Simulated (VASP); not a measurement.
# Se (Pm-3m) in VASP: notebook

Runs on Se. Level: PBE. Tasks: single point.

Everything below comes from runs of VASP 6.6.1. Logs are shortened: lines on timing, memory, paths and dates and some standing lists are left out, and cuts for length are marked.

### Step 1. The structure

Symmetry: Pm-3m, No. 221, cubic system. Conventional cell: a = 2.811 Å, b = 2.811 Å, c = 2.811 Å, α = 90.00°, β = 90.00°, γ = 90.00°. Se (site symmetry m-3m) is surrounded by 6 Se at 2.81 Å.

This isn't the form of Se at room conditions, which is trigonal, of chains.

### Step 2. Single point, PBE

INCAR

```
ADDGRID = F
ALGO = Normal
EDIFF = 1E-6
ENCUT = 900
GGA = PE
ISIF = 2
ISMEAR = 0
LASPH = T
LCHARG = F
LREAL = F
LWAVE = F
NELM = 100
PREC = Accurate
SIGMA = 0.05
```

KPOINTS

```
k-points
0
Gamma
  5 5 5
```

POSCAR

```
Se
1.0
    2.8105630200      0.0000000000      0.0000000000
    0.0000000000      2.8105630200      0.0000000000
    0.0000000000      0.0000000000      2.8105630200
Se
1
Direct
    0.0000000000      0.0000000000      0.0000000000
```

Potentials or basis: VASP PAW PBE potentials, release 64 (Se).

On the command line:

```sh
$ cat potpaw_PBE.64/Se/POTCAR > POTCAR
$ mpirun -np 1 vasp_std > vasp.out
```

OUTCAR:

```text
EDIFF = 1E-6
   ENCUT = 900
   GGA = PE
   ISIF = 2
   ISMEAR = 0
   LASPH = T
   LREAL = F
   NELM = 100
   PREC = Accurate

 Found     10 irreducible k-points:

 Following reciprocal coordinates:
            Coordinates               Weight
  0.000000  0.000000  0.000000      1.000000
  0.200000  0.000000  0.000000      6.000000
  0.400000  0.000000  0.000000      6.000000
  0.200000  0.200000  0.000000     12.000000
  0.400000  0.200000  0.000000     24.000000
  0.400000  0.400000  0.000000     12.000000
   k-points           NKPTS =     10   k-points in BZ     NKDIM =     10   number of bands    NBANDS=      7
   number of dos      NEDOS =    301   number of ions     NIONS =      1
   total plane-waves  NPLWV =  21952
   dimension x,y,z NGX =    28 NGY =   28 NGZ =   28
   dimension x,y,z NGXF=    56 NGYF=   56 NGZF=   56
   ions per type =               1
   NGX,Y,Z   is equivalent  to a cutoff of  16.56, 16.56, 16.56 a.u.
   NGXF,Y,Z  is equivalent  to a cutoff of  33.12, 33.12, 33.12 a.u.
 SYSTEM =  unknown system
   PREC   = accura    normal or accurate (medium, high low for compatibility)
   ISTART =      0    job   : 0-new  1-cont  2-samecut
   ICHARG =      2    charge: 1-file 2-atom 10-const
   ISPIN  =      1    spin polarized calculation?
   LNONCOLLINEAR =      F non collinear calculations
   LSORBIT =      F    spin-orbit coupling
   LASPH  =      T    aspherical Exc in radial PAW
   ENCUT  =  900.0 eV  66.15 Ry    8.13 a.u.   6.87  6.87  6.87*2*pi/ulx,y,z
   NELM   =    100;   NELMIN=  2; NELMDL= -5     # of ELM steps
   EDIFF  = 0.1E-05   stopping-criterion for ELM
   LREAL  =      F    real-space projection
   EDIFFG = 0.1E-04   stopping-criterion for IOM
   NSW    =      0    number of steps for IOM
   IBRION =     -1    ionic relax: 0-MD 1-quasi-New 2-CG
   NFREE  =      0    steps in history (QN), initial steepest desc. (CG)
   ISIF   =      2    stress and relaxation
   ISYM   =      2    0-nonsym 1-usesym 2-fastsym
   POTIM  = 0.5000    time-step for ionic-motion
   TEBEG  =    0.0;   TEEND  =   0.0 temperature during run
   PSTRESS=    0.0 pullay stress
   NELECT =       6.0000    total number of electrons
   NUPDOWN=      -1.0000    fix difference up-down
   EMIN   =  10.00;   EMAX   =-10.00  energy-range for DOS
   EFERMI =   0.00;   METHOD = LEGACY
   ISMEAR =     0;   SIGMA  =   0.05  broadening in eV -4-tet -1-fermi 0-gaus
   EFERMI_NEDOS =   21; number of points for ismear=-14 and -15
   IALGO  =     38    algorithm
   IMIX   =      4    mixing-type and parameters
     AMIX     =   0.40;   BMIX     =  1.00
     AMIX_MAG =   1.60;   BMIX_MAG =  1.00
  volume/ion in A,a.u.               =      22.20       149.82
  Fermi-wavevector in a.u.,A,eV,Ry     =   1.058438  2.000157 15.242472  1.120290
  Thomas-Fermi vector in A             =   2.193747
   LORBIT       =      0    0 simple, 1 ext, 2 COOP (PROOUT), +10 PAW based schemes
   GGA     = PE    functional components
   LHFCALC =     F    Hartree Fock is set to
   AEXX    =    0.0000 exact exchange contribution
   IVDW    =     0    specifies the selected vdW correction
   LEPSILON=     F    determine dielectric tensor
   LRPA    =     F    only Hartree local field effects (RPA)
 non-spin polarized calculation
 Gauss-broadening in eV      SIGMA  =   0.05
  energy-cutoff  :      900.00
  volume of cell :       22.20
 maximum number of plane-waves:      1374
 NGX is ok and might be reduce to    28
   NGX = 13   NGY = 13   NGZ = 13

 number of electron       6.0000000 magnetization

 Free energy of the ion-electron system (eV)
  ---------------------------------------------------
  ext. energy  EPLUGINS =         0.00000000
  ---------------------------------------------------
  free energy    TOTEN  =        -3.11468171 eV

  energy without entropy =       -3.11260027  energy(sigma->0) =       -3.11364099

 E-fermi :   4.4090     XC(G=0):  -9.9983

 val. band max:        4.3601384360   @ k =   0.4000   0.2000   0.2000
 cond. band min:       4.6525266696   @ k =   0.4000   0.2000   0.2000
 fundamental gap:      0.2923882336
 Fermi energy:         4.4090346623

 k-point     1 :       0.0000    0.0000    0.0000
  band No.  band energies     occupation
      1     -11.2951      2.00000
      2       6.3181      0.00000
      3       6.3181      0.00000
      4       6.3181      0.00000
      5      12.6450      0.00000
      6      12.6450      0.00000
      7      12.8758      0.00000

 k-point     2 :       0.2000    0.0000    0.0000
  band No.  band energies     occupation
      1     -10.7351      2.00000
      2       2.4299      2.00000
      3       6.7492      0.00000
      4       6.7492      0.00000
      5      13.2084      0.00000
      6      13.4900      0.00000
      7      17.6475      0.00000

 k-point     3 :       0.4000    0.0000    0.0000
  band No.  band energies     occupation
      1      -9.4740      2.00000
      2      -1.5342      2.00000
      3       7.6002      0.00000
      4       7.6002      0.00000
      5      14.5060      0.00000
      6      15.5037      0.00000
      7      18.7765      0.00000

 k-point     4 :       0.2000    0.2000    0.0000
  band No.  band energies     occupation
      1     -10.1760      2.00000
      2       2.8963      2.00000
      3       2.9840      2.00000
      4       7.1729      0.00000
      5      13.9151      0.00000
      6      16.2069      0.00000
      7      18.5128      0.00000

 k-point     5 :       0.4000    0.2000    0.0000
  band No.  band energies     occupation
      1      -8.9171      2.00000
      2      -0.9995      2.00000
      3       4.0242      2.00000
      4       8.0047      0.00000
      5      12.9165      0.00000
      6      15.7593      0.00000
      7      19.5621      0.00000

 k-point     6 :       0.4000    0.4000    0.0000
  band No.  band energies     occupation
      1      -7.6610      2.00000
      2       0.1354      2.00000
      3       0.1795      2.00000
      4       8.7872      0.00000
      5       9.0087      0.00000
      6      17.3917      0.00000
      7      20.7101      0.00000

 [... further k-points ...]
[... 5 lines left out ...]
  --------------------------------------------------------------------------------------
  -------------------------------------------------------------------------------------
  Total        0.0200985      0.0200985      0.0200985      0.0000000      0.0000000     -0.0000000
  in kB        1.4504185      1.4504185      1.4504185      0.0000000      0.0000000     -0.0000000
  external PRESSURE =       1.4504185 kB  Pullay stress =       0.0000000 kB

 VOLUME and BASIS-vectors are now :
 -----------------------------------------------------------------------------
  energy-cutoff  :      900.00
  volume of cell :       22.20
      direct lattice vectors                 reciprocal lattice vectors
     2.810563020  0.000000000  0.000000000     0.355800597  0.000000000  0.000000000
     0.000000000  2.810563020  0.000000000     0.000000000  0.355800597  0.000000000
     0.000000000  0.000000000  2.810563020     0.000000000  0.000000000  0.355800597

 POSITION                                       TOTAL-FORCE (eV/Angst)
 -----------------------------------------------------------------------------------
      0.00000      0.00000      0.00000         0.000000      0.000000      0.000000
 -----------------------------------------------------------------------------------
    total drift:                                0.000000      0.000000      0.000000

  FREE ENERGIE OF THE ION-ELECTRON SYSTEM (eV)
  ---------------------------------------------------
  free  energy   TOTEN  =        -3.1146817101 eV

  energy  without entropy=       -3.1126002663  energy(sigma->0) =       -3.11364099
```

Wall time 2.4 s (1 thread of Intel Xeon 6975P-C (Granite Rapids), shared host); peak memory 0.15 GiB.

These settings aren't checked as converged: the numbers below hold their error.

What came out:

```
Free energy            : -3.1147 eV
Pressure               : 0.1 GPa
Band gap on the k mesh : none (metal or under the smearing width)
```

Caveat: the k mesh is coarse (spacing up to 0.45 Å⁻¹), so the values aren't converged.

### Step 3. Single point, PBE

INCAR: that of step 2 with these lines changed.

```diff
@@ -3,3 +3,3 @@
 EDIFF = 1E-6
-ENCUT = 900
+ENCUT = 460
 GGA = PE
```

KPOINTS

```
k-points
0
Gamma
  7 7 7
```

POSCAR is that of step 2.

Potentials or basis: VASP PAW PBE potentials, release 64 (Se).

On the command line:

```sh
$ cat potpaw_PBE.64/Se/POTCAR > POTCAR
$ mpirun -np 1 vasp_std > vasp.out
```

Wall time 1.7 s (1 thread of Intel Xeon 6975P-C (Granite Rapids), shared host); peak memory 0.12 GiB.

These settings aren't checked as converged: the numbers below hold their error.

Results:

```yaml
Free_energy: -3.2743 eV
Pressure: 1.1 GPa
Band_gap_on_the_k_mesh: none (metal or under the smearing width)
```

### Step 4. Single point, PBE

INCAR: that of step 3 with these lines changed.

```diff
@@ -6,3 +6,3 @@
 ISIF = 2
-ISMEAR = 0
+ISMEAR = -5
 LASPH = T
```

KPOINTS is that of step 3.

POSCAR is that of step 3.

On the command line:

```sh
$ cat potpaw_PBE.64/Se/POTCAR > POTCAR
$ mpirun -np 1 vasp_std > vasp.out
```

Run time: 1.8 s. Hardware: 1 thread of Intel Xeon 6975P-C (Granite Rapids), shared host; peak memory 0.12 GiB.

These settings aren't checked as converged: the numbers below hold their error.

Results:

```
Free energy            : -3.2861 eV
Pressure               : 0.9 GPa
Band gap on the k mesh : none (metal or under the smearing width)
```

Caveat: tetrahedron occupations give inexact forces and stress in metals.

### Step 5. Single point, PBE

INCAR: that of step 4 with these lines changed.

```diff
@@ -3,6 +3,6 @@
 EDIFF = 1E-6
-ENCUT = 460
+ENCUT = 520
 GGA = PE
 ISIF = 2
-ISMEAR = -5
+ISMEAR = 0
 LASPH = T
```

KPOINTS is that of step 4.

POSCAR is that of step 4.

Potentials or basis: VASP PAW PBE potentials, release 64 (Se).

On the command line:

```sh
$ cat potpaw_PBE.64/Se/POTCAR > POTCAR
$ mpirun -np 1 vasp_std > vasp.out
```

OUTCAR:

```text
EDIFF = 1E-6
   ENCUT = 520
   GGA = PE
   ISIF = 2
   ISMEAR = 0
   LASPH = T
   LREAL = F
   NELM = 100
   PREC = Accurate

 Found     20 irreducible k-points:

 Following reciprocal coordinates:
            Coordinates               Weight
  0.000000  0.000000  0.000000      1.000000
  0.142857  0.000000  0.000000      6.000000
  0.285714  0.000000  0.000000      6.000000
  0.428571  0.000000  0.000000      6.000000
  0.142857  0.142857  0.000000     12.000000
  0.285714  0.142857  0.000000     24.000000
   k-points           NKPTS =     20   k-points in BZ     NKDIM =     20   number of bands    NBANDS=      7
   number of dos      NEDOS =    301   number of ions     NIONS =      1
   total plane-waves  NPLWV =  13824
   dimension x,y,z NGX =    24 NGY =   24 NGZ =   24
   dimension x,y,z NGXF=    48 NGYF=   48 NGZF=   48
   ions per type =               1
   NGX,Y,Z   is equivalent  to a cutoff of  14.20, 14.20, 14.20 a.u.
   NGXF,Y,Z  is equivalent  to a cutoff of  28.39, 28.39, 28.39 a.u.
 SYSTEM =  unknown system
   PREC   = accura    normal or accurate (medium, high low for compatibility)
   ISTART =      0    job   : 0-new  1-cont  2-samecut
   ICHARG =      2    charge: 1-file 2-atom 10-const
   ISPIN  =      1    spin polarized calculation?
   LNONCOLLINEAR =      F non collinear calculations
   LSORBIT =      F    spin-orbit coupling
   LASPH  =      T    aspherical Exc in radial PAW
   ENCUT  =  520.0 eV  38.22 Ry    6.18 a.u.   5.23  5.23  5.23*2*pi/ulx,y,z
[... 50 lines left out ...]

 E-fermi :   5.0053     XC(G=0):  -9.9987

 val. band max:        4.9711081325   @ k =   0.2857   0.1429   0.1429
 cond. band min:       5.1286005137   @ k =   0.2857   0.1429   0.1429
 fundamental gap:      0.1574923812
 Fermi energy:         5.0052772487

 k-point     1 :       0.0000    0.0000    0.0000
  band No.  band energies     occupation
      1     -11.2887      2.00000
      2       6.3250      0.00000
      3       6.3250      0.00000
      4       6.3250      0.00000
      5      12.6462      0.00000
      6      12.6462      0.00000
      7      12.8745      0.00000
[... 41 lines left out ...]
 k-point     6 :       0.2857    0.1429    0.0000
  band No.  band energies     occupation
      1      -9.9143      2.00000
      2       0.7240      2.00000
      3       4.7980      2.00000
      4       7.3527      0.00000
      5      14.2127      0.00000
      6      15.7643      0.00000
      7      18.0441      0.00000

 [... further k-points ...]
[... 5 lines left out ...]
  --------------------------------------------------------------------------------------
  -------------------------------------------------------------------------------------
  Total        0.1602777      0.1602777      0.1602777     -0.0000000     -0.0000000      0.0000000
  in kB       11.5665487     11.5665487     11.5665487     -0.0000000     -0.0000000      0.0000000
  external PRESSURE =      11.5665487 kB  Pullay stress =       0.0000000 kB

 VOLUME and BASIS-vectors are now :
 -----------------------------------------------------------------------------
  energy-cutoff  :      520.00
  volume of cell :       22.20
      direct lattice vectors                 reciprocal lattice vectors
     2.810563020  0.000000000  0.000000000     0.355800597  0.000000000  0.000000000
     0.000000000  2.810563020  0.000000000     0.000000000  0.355800597  0.000000000
     0.000000000  0.000000000  2.810563020     0.000000000  0.000000000  0.355800597

 POSITION                                       TOTAL-FORCE (eV/Angst)
 -----------------------------------------------------------------------------------
      0.00000      0.00000      0.00000         0.000000      0.000000      0.000000
 -----------------------------------------------------------------------------------
    total drift:                                0.000000      0.000000      0.000000

  FREE ENERGIE OF THE ION-ELECTRON SYSTEM (eV)
  ---------------------------------------------------
  free  energy   TOTEN  =        -3.2743916158 eV

  energy  without entropy=       -3.2731497672  energy(sigma->0) =       -3.27377069
```

stdout:

```text
POSCAR found type information on POSCAR Se
 POSCAR found :  1 types and       1 ions
 scaLAPACK will be used
 LDA part: xc-table for (Slater+PW92), standard interpolation
 POSCAR, INCAR and KPOINTS ok, starting setup
 FFT: planning ... GRIDC
 FFT: planning ... GRID_SOFT
 FFT: planning ... GRID
 WAVECAR not read
 entering main loop
```

Wall time 1.8 s (1 thread of Intel Xeon 6975P-C (Granite Rapids), shared host); peak memory 0.13 GiB.

These settings aren't checked as converged: the numbers below hold their error.

What came out:

```
Free energy            : -3.2744 eV
Pressure               : 1.2 GPa
Band gap on the k mesh : none (metal or under the smearing width)
```

### Step 6. Single point, PBE

INCAR: that of step 5 with these lines changed.

```diff
@@ -12,3 +12,3 @@
 NELM = 100
-PREC = Accurate
+PREC = Low
 SIGMA = 0.05
```

KPOINTS is that of step 5.

POSCAR is that of step 5.

Potentials or basis: VASP PAW PBE potentials, release 64 (Se).

On the command line:

```sh
$ cat potpaw_PBE.64/Se/POTCAR > POTCAR
$ mpirun -np 1 vasp_std > vasp.out
```

OUTCAR:

```text
EDIFF = 1E-6
   ENCUT = 520
   GGA = PE
   ISIF = 2
   ISMEAR = 0
   LASPH = T
   LREAL = F
   NELM = 100
   PREC = Low

 Found     20 irreducible k-points:

 Following reciprocal coordinates:
            Coordinates               Weight
  0.000000  0.000000  0.000000      1.000000
  0.142857  0.000000  0.000000      6.000000
  0.285714  0.000000  0.000000      6.000000
  0.428571  0.000000  0.000000      6.000000
  0.142857  0.142857  0.000000     12.000000
  0.285714  0.142857  0.000000     24.000000
   k-points           NKPTS =     20   k-points in BZ     NKDIM =     20   number of bands    NBANDS=      7
[... 126 lines left out ...]
      2       0.7240      2.00000
      3       4.7980      2.00000
      4       7.3527      0.00000
      5      14.2128      0.00000
      6      15.7643      0.00000
      7      18.0442      0.00000

 [... further k-points ...]
[... 5 lines left out ...]
  --------------------------------------------------------------------------------------
  -------------------------------------------------------------------------------------
  Total        0.1618103      0.1618103      0.1618103     -0.0000000      0.0000000     -0.0000000
  in kB       11.6771461     11.6771461     11.6771461     -0.0000000      0.0000000     -0.0000000
  external PRESSURE =      11.6771461 kB  Pullay stress =       0.0000000 kB

 VOLUME and BASIS-vectors are now :
 -----------------------------------------------------------------------------
  energy-cutoff  :      520.00
  volume of cell :       22.20
      direct lattice vectors                 reciprocal lattice vectors
     2.810563020  0.000000000  0.000000000     0.355800597  0.000000000  0.000000000
     0.000000000  2.810563020  0.000000000     0.000000000  0.355800597  0.000000000
     0.000000000  0.000000000  2.810563020     0.000000000  0.000000000  0.355800597

 POSITION                                       TOTAL-FORCE (eV/Angst)
 -----------------------------------------------------------------------------------
      0.00000      0.00000      0.00000         0.000000      0.000000      0.000000
 -----------------------------------------------------------------------------------
    total drift:                               -0.000000      0.000000     -0.000000

  FREE ENERGIE OF THE ION-ELECTRON SYSTEM (eV)
  ---------------------------------------------------
  free  energy   TOTEN  =        -3.2745749021 eV

  energy  without entropy=       -3.2733330429  energy(sigma->0) =       -3.27395397
```

OSZICAR:

```text
N       E                     dE             d eps       ncg     rms          rms(c)
DAV:   1     0.113458653269E+02    0.11346E+02   -0.28990E+03   280   0.722E+02
DAV:   2    -0.298021697594E+01   -0.14326E+02   -0.13046E+02   385   0.826E+01
DAV:   3    -0.326875591297E+01   -0.28854E+00   -0.28854E+00   343   0.134E+01
DAV:   4    -0.326914133363E+01   -0.38542E-03   -0.38542E-03   392   0.576E-01
DAV:   5    -0.326914193260E+01   -0.59897E-06   -0.59927E-06   329   0.180E-02    0.361E+00
DAV:   6    -0.327224260412E+01   -0.31007E-02   -0.79006E-04   371   0.257E-01    0.216E+00
DAV:   7    -0.327451253545E+01   -0.22699E-02   -0.18344E-03   322   0.389E-01    0.483E-02
DAV:   8    -0.327457020558E+01   -0.57670E-04   -0.80803E-05   364   0.765E-02    0.641E-03
DAV:   9    -0.327457411394E+01   -0.39084E-05   -0.31313E-06   336   0.146E-02    0.396E-03
DAV:  10    -0.327457490214E+01   -0.78820E-06   -0.20526E-06   308   0.971E-03
   1 F= -.32745749E+01 E0= -.32739540E+01  d E =-.124186E-02
```

Run time: 1.2 s. Hardware: 1 thread of Intel Xeon 6975P-C (Granite Rapids), shared host; peak memory 0.1 GiB.

The run converged, but some of its settings lie outside the range that counts as converged, so its numbers aren't taken as properties of the crystal.

What came out:

```
Free energy            : -3.2746 eV
Pressure               : 1.2 GPa
Band gap on the k mesh : none (metal or under the smearing width)
```

### Step 7. For comparison

An earlier run on the cell as given: functional PBE; potentials or basis VASP PAW PBE potentials, release 64 (Se); cutoff 520 eV; k mesh 9 × 9 × 9; occupations fermi-dirac, width 0.05 eV; no spin polarisation.

- Pressure: 2.0 GPa
- Band gap on the k mesh: none (metal or under the smearing width)
